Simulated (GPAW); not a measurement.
# MgO (Fm-3m) in GPAW: further runs, part 2 of 2

GPAW 26.7.0. The steps go on from the part before.

## 5. Equation of state, PBE+D3(BJ)

The input, run.py:

```python
import spglib
from ase import Atoms
from ase.calculators.mixing import SumCalculator
from ase.eos import EquationOfState
from ase.io import Trajectory, read
from ase.units import GPa
from dftd3.ase import DFTD3
from gpaw import GPAW, PW

atoms = read('MgO.cif')
cell, positions, numbers = spglib.find_primitive(
    (atoms.cell[:], atoms.get_scaled_positions(), atoms.numbers), symprec=1e-4)
atoms = Atoms(numbers, cell=cell, scaled_positions=positions, pbc=True)

traj = Trajectory('eos.traj', 'w')
volumes, energies = [], []
for x in [0.94, 0.96, 0.98, 1.0, 1.02, 1.04, 1.06]:
    a = atoms.copy()
    a.set_cell(atoms.cell * x**(1 / 3), scale_atoms=True)
    calc = GPAW(mode=PW(800),
                xc='PBE',
                kpts={'size': (9, 9, 9), 'gamma': True},
                occupations={'name': 'fermi-dirac', 'width': 0.05},
                nbands=16,
                convergence={'density': 1e-05, 'energy': 1e-05},
                maxiter=150,
                txt=f'eos-{x:.2f}.txt')
    a.calc = SumCalculator([calc, DFTD3(method='pbe', damping='d3bj')])
    energies.append(a.get_potential_energy())
    volumes.append(a.get_volume())
    p = -a.get_stress()[:3].mean() / GPa
    calc.write(f'eos-{x:.2f}.gpw')
    traj.write(a)
    print(f'{x:.2f} {volumes[-1]:10.4f} A^3 {energies[-1]:14.6f} eV {p:9.3f} GPa', flush=True)

v0, e0, B = EquationOfState(volumes, energies, eos='birchmurnaghan').fit()
print(f'V0 = {v0:.4f} A^3, E0 = {e0:.6f} eV, B0 = {B / GPa:.2f} GPa')
```

The input, MgO.cif:

```cif
data_MgO
_cell_length_a 4.19400279
_cell_length_b 4.19400279
_cell_length_c 4.19400279
_cell_angle_alpha 90.00000000
_cell_angle_beta 90.00000000
_cell_angle_gamma 90.00000000
_space_group_name_H-M_alt 'Fm-3m'
_space_group_name_Hall '-F 4 2 3'
_space_group_IT_number 225
loop_
_space_group_symop_operation_xyz
'x,y,z'
'-x,-y,-z'
'-y,x,z'
'y,-x,-z'
'-x,-y,z'
'x,y,-z'
'y,-x,z'
'-y,x,-z'
'x,-y,-z'
'-x,y,z'
'-y,-x,-z'
'y,x,z'
'-x,y,-z'
'x,-y,z'
'y,x,-z'
'-y,-x,z'
'z,x,y'
'-z,-x,-y'
'z,-y,x'
'-z,y,-x'
'z,-x,-y'
'-z,x,y'
'z,y,-x'
'-z,-y,x'
'-z,x,-y'
'z,-x,y'
'-z,-y,-x'
'z,y,x'
'-z,-x,y'
'z,x,-y'
'-z,y,x'
'z,-y,-x'
'y,z,x'
'-y,-z,-x'
'x,z,-y'
'-x,-z,y'
'-y,z,-x'
'y,-z,x'
'-x,z,y'
'x,-z,-y'
'-y,-z,x'
'y,z,-x'
'-x,-z,-y'
'x,z,y'
'y,-z,-x'
'-y,z,x'
'x,-z,y'
'-x,z,-y'
'x,y+1/2,z+1/2'
'-x,-y+1/2,-z+1/2'
'-y,x+1/2,z+1/2'
'y,-x+1/2,-z+1/2'
[... 63 lines left out ...]
'-z+1/2,y,-x+1/2'
'z+1/2,-x,-y+1/2'
'-z+1/2,x,y+1/2'
'z+1/2,y,-x+1/2'
'-z+1/2,-y,x+1/2'
'-z+1/2,x,-y+1/2'
'z+1/2,-x,y+1/2'
'-z+1/2,-y,-x+1/2'
'z+1/2,y,x+1/2'
'-z+1/2,-x,y+1/2'
'z+1/2,x,-y+1/2'
'-z+1/2,y,x+1/2'
'z+1/2,-y,-x+1/2'
'y+1/2,z,x+1/2'
'-y+1/2,-z,-x+1/2'
'x+1/2,z,-y+1/2'
'-x+1/2,-z,y+1/2'
'-y+1/2,z,-x+1/2'
'y+1/2,-z,x+1/2'
'-x+1/2,z,y+1/2'
'x+1/2,-z,-y+1/2'
'-y+1/2,-z,x+1/2'
'y+1/2,z,-x+1/2'
'-x+1/2,-z,-y+1/2'
'x+1/2,z,y+1/2'
'y+1/2,-z,-x+1/2'
'-y+1/2,z,x+1/2'
'x+1/2,-z,y+1/2'
'-x+1/2,z,-y+1/2'
'x+1/2,y+1/2,z'
'-x+1/2,-y+1/2,-z'
'-y+1/2,x+1/2,z'
'y+1/2,-x+1/2,-z'
'-x+1/2,-y+1/2,z'
'x+1/2,y+1/2,-z'
'y+1/2,-x+1/2,z'
'-y+1/2,x+1/2,-z'
'x+1/2,-y+1/2,-z'
'-x+1/2,y+1/2,z'
'-y+1/2,-x+1/2,-z'
'y+1/2,x+1/2,z'
'-x+1/2,y+1/2,-z'
'x+1/2,-y+1/2,z'
'y+1/2,x+1/2,-z'
'-y+1/2,-x+1/2,z'
'z+1/2,x+1/2,y'
'-z+1/2,-x+1/2,-y'
'z+1/2,-y+1/2,x'
'-z+1/2,y+1/2,-x'
'z+1/2,-x+1/2,-y'
'-z+1/2,x+1/2,y'
'z+1/2,y+1/2,-x'
'-z+1/2,-y+1/2,x'
'-z+1/2,x+1/2,-y'
'z+1/2,-x+1/2,y'
'-z+1/2,-y+1/2,-x'
'z+1/2,y+1/2,x'
'-z+1/2,-x+1/2,y'
'z+1/2,x+1/2,-y'
'-z+1/2,y+1/2,x'
'z+1/2,-y+1/2,-x'
'y+1/2,z+1/2,x'
'-y+1/2,-z+1/2,-x'
'x+1/2,z+1/2,-y'
'-x+1/2,-z+1/2,y'
'-y+1/2,z+1/2,-x'
'y+1/2,-z+1/2,x'
'-x+1/2,z+1/2,y'
'x+1/2,-z+1/2,-y'
'-y+1/2,-z+1/2,x'
'y+1/2,z+1/2,-x'
'-x+1/2,-z+1/2,-y'
'x+1/2,z+1/2,y'
'y+1/2,-z+1/2,-x'
'-y+1/2,z+1/2,x'
'x+1/2,-z+1/2,y'
'-x+1/2,z+1/2,-y'
loop_
_atom_site_label
_atom_site_type_symbol
_atom_site_symmetry_multiplicity
_atom_site_Wyckoff_symbol
_atom_site_fract_x
_atom_site_fract_y
_atom_site_fract_z
_atom_site_occupancy
Mg1 Mg 4 a 0.0000000000 0.0000000000 0.0000000000 1
O1 O 4 b 0.5000000000 0.0000000000 0.0000000000 1
```

Potentials or basis: GPAW PAW data sets (gpaw-data 1.2.1), pw.

On the command line:

```
> OMP_NUM_THREADS=1 python run.py
```

Log:

```text
__  _  _
 | _ |_)|_||  |
 |__||  | ||/\| - 26.7.0

Input parameters:
  mode=PW(ecut=800.0),
  convergence={'density': 1e-05, 'energy': 1e-05},
  kpts=MonkhorstPack(size=(9, 9, 9), gamma=True),
  maxiter=150,
  nbands=16,
  occupations=Occupations(name='fermi-dirac', width=0.05),
  xc=XC(name='PBE')

Diagonalizing LCAO Hamiltonian
Converting LCAO to pw mode

              O

       Mg

Atoms  # Å, Bohr magnetons
|   | symbol |        x |        y |        z |    initial magnetic moments |
|---|--------|----------|----------|----------|-----------------------------|
| 0 |     Mg | 0.000000 | 0.000000 | 0.000000 | ( 0.0000,  0.0000,  0.0000) |
| 1 |      O | 2.068660 | 2.068660 | 2.068660 | ( 0.0000,  0.0000,  0.0000) |

Unit cell  # Å
| periodic |        x |        y |        z |  lengths |    angles |
|----------|----------|----------|----------|----------|-----------|
|      yes | 0.000000 | 2.068660 | 2.068660 | 2.925527 | 60.000000 |
[... 193 lines left out ...]
|iter:   5| |  -12.145266 | -3.09 | -1.86 |
|iter:   6| |  -12.145317 | -5.21 | -3.05 |
|iter:   7| |  -12.145332c| -6.22 | -3.43 |
|iter:   8| |  -12.145332c| -8.06c| -4.45 |
|iter:   9| |  -12.145332c| -8.22c| -5.17c|

Converged in 9 steps
Energy contributions relative to reference atoms: (reference = -7490.497190)

Energy contributions:
  Kinetic:          16.025382
  Coulomb:         -13.289933
  Zero:              0.186796
  External:          0.000000
  Xc:              -15.067577
  Entropy:          -0.000000
  Spinorbit:         0.000000
  ----------------------------
  Free energy:     -12.145332
  Extrapolated:    -12.145332

dipole moment: (-5.932763, -5.932763, -5.932763)  # |e|*Ang

Fermi level: 6.348
Eigenvalues  # (at kpt = [0.000, 0.000, 0.000])
| band index |      eig [eV] | occ [0-2] |
|------------|---------------|-----------|
|          0 |       -66.817 |     2.000 |
|          1 |       -33.555 |     2.000 |
|          2 |       -33.555 |     2.000 |
|          3 |       -33.555 |     2.000 |
|          4 |       -12.100 |     2.000 |
|          5 |         5.400 |     2.000 |
[... 8 lines left out ...]
|         14 |        27.456 |     0.000 |
|         15 |        30.841 |     0.000 |

Gap: 5.309 eV
Transition (v -> c):
  (s=0, k=0, n=7, [0.00, 0.00, 0.00]) -> (s=0, k=0, n=8, [0.00, 0.00, 0.00])
No difference between direct/indirect transitions

Stress tensor  # eV/Ang^3
|         x |         y |         z |
|-----------|-----------|-----------|
| -0.093021 | -0.000000 |  0.000000 |
| -0.000000 | -0.093021 |  0.000000 |
|  0.000000 |  0.000000 | -0.093021 |

# Writing to eos-0.96.gpw (mode='')
```

Wall time 65 s (1 thread of Arm Neoverse V1, shared host); peak memory 0.21 GiB.

What came out:

```yaml
Equilibrium_volume: 9.32 Å³/atom
Bulk_modulus: 161 GPa
Pressure_derivative_of_the_bulk_modulus: 4.2
```

Energy against volume, from the lowest point:
| volume (Å³/atom) | energy (meV/atom) |
| --- | --- |
| 8.668 | 25.77 |
| 8.853 | 12.66 |
| 9.037 | 4.28 |
| 9.221 | 0.21 |
| 9.406 | 0.00 |
| 9.590 | 3.29 |
| 9.775 | 9.73 |

## 6. Equation of state, r2SCAN

The input, run.py:

```python
from ase.eos import EquationOfState
from ase.io import Trajectory, read
from ase.units import GPa
from gpaw import GPAW, PW

atoms = read('MgO.cif')

traj = Trajectory('eos.traj', 'w')
volumes, energies = [], []
for x in [0.94, 0.96, 0.98, 1.0, 1.02, 1.04, 1.06]:
    a = atoms.copy()
    a.set_cell(atoms.cell * x**(1 / 3), scale_atoms=True)
    calc = GPAW(mode=PW(800),
                xc='MGGA_X_R2SCAN+MGGA_C_R2SCAN',
                kpts={'size': (9, 9, 9), 'gamma': True},
                occupations={'name': 'fermi-dirac', 'width': 0.05},
                nbands=16,
                convergence={'density': 1e-05, 'energy': 1e-05},
                maxiter=150,
                txt=f'eos-{x:.2f}.txt')
    a.calc = calc
    energies.append(a.get_potential_energy(force_consistent=True))
    volumes.append(a.get_volume())
    p = -a.get_stress()[:3].mean() / GPa
    calc.write(f'eos-{x:.2f}.gpw')
    traj.write(a)
    print(f'{x:.2f} {volumes[-1]:10.4f} A^3 {energies[-1]:14.6f} eV {p:9.3f} GPa', flush=True)

v0, e0, B = EquationOfState(volumes, energies, eos='birchmurnaghan').fit()
print(f'V0 = {v0:.4f} A^3, E0 = {e0:.6f} eV, B0 = {B / GPa:.2f} GPa')
```

The input, MgO.cif:

```cif
data_MgO
_cell_length_a 2.96560781
_cell_length_b 2.96560781
_cell_length_c 2.96560781
_cell_angle_alpha 60.00000000
_cell_angle_beta 60.00000000
_cell_angle_gamma 60.00000000
_space_group_name_H-M_alt 'P1'
_space_group_name_Hall 'P 1'
_space_group_IT_number 1
loop_
_space_group_symop_operation_xyz
'x,y,z'
loop_
_atom_site_label
_atom_site_type_symbol
_atom_site_symmetry_multiplicity
_atom_site_Wyckoff_symbol
_atom_site_fract_x
_atom_site_fract_y
_atom_site_fract_z
_atom_site_occupancy
Mg1 Mg 1 a 0.0000000000 0.0000000000 0.0000000000 1
O1 O 1 a 0.5000000000 0.5000000000 0.5000000000 1
```

Potentials or basis: GPAW PAW data sets (gpaw-data 1.2.1), pw.

On the command line:

```
> OMP_NUM_THREADS=1 python run.py
```

Run time: 2.8 min. Hardware: 1 thread of Arm Neoverse V1, shared host; peak memory 0.5 GiB.

Results (log left out):

```yaml
Equilibrium_volume: "9.34 Å³/atom (rough: see the caveat)"
Bulk_modulus: 165 GPa (rough)
```

Energy against volume, from the lowest point:
```
volume (Å³/atom)  energy (meV/atom)
           8.668              28.34
           8.853              14.34
           9.037               5.24
           9.221               0.62
           9.406               0.00
           9.590               3.02
           9.775               9.32
```

Caveat: the points scatter about the fit; the PAW data sets were made with another functional, which shifts forces and pressure a little.

## 7. The runs side by side

| task | level | potentials or basis | k mesh | cutoff (eV) | hybrids on these orbitals | oneshot functional | data set | V0 of scaled cells (Å³/atom) | B0 (GPa) |
| --- | --- | --- | --- | --- | --- | --- | --- | --- | --- |
| one-shot levels of the hybrid HSE06 | PBE | GPAW PAW data sets (gpaw-data 1.2.1), pw | 7 × 7 × 7 | 600 | ["HSE06", "EXX", "PBE0"] | HSE06 | - | - | - |
| equation of state | LDA | the program's PAW data sets (release 1.2.1) made for this functional, other valence, pw | 9 × 9 × 9 | 800 | - | - | Mg 2 | 9.20 | 173 |
| equation of state | PBE+D3 | GPAW PAW data sets (gpaw-data 1.2.1), pw | 9 × 9 × 9 | 800 | - | - | - | 9.37 | 159 |
| equation of state | PBE+D3(BJ) | GPAW PAW data sets (gpaw-data 1.2.1), pw | 9 × 9 × 9 | 800 | - | - | - | 9.32 | 161 |
| equation of state | r2SCAN | GPAW PAW data sets (gpaw-data 1.2.1), pw | 9 × 9 × 9 | 800 | - | - | - | - | - |

Alike in all rows: no spin polarisation; cell as given; smearing fermi-dirac 0.05 eV.

Caveats: the cutoff is short for stress and forces, so pressures can be off by a GPa or more (some runs); energy and the plain gap are those of the semilocal run (some runs); the hybrids' values are one shot on its orbitals and mesh (some runs); the points scatter about the fit (some runs); the PAW data sets were made with another functional, which shifts forces and pressure a little (some runs).

Absolute energies hang on the potentials; compare differences alone.

## 8. How close it comes

Step 2. Against the measured gap of MgO, 7.83 eV (quoted in “Electronic structure of alkaline earth and post-transition metal oxides”, 2009, arxiv:0908.1581), the calculated 4.89 eV is off by -2.94 eV. The value is that of PBE, without temperature or zero-point motion. Semilocal functionals fall short of measured gaps as a rule. The cell is a database's relaxed one, not the measured one, which moves gaps too.
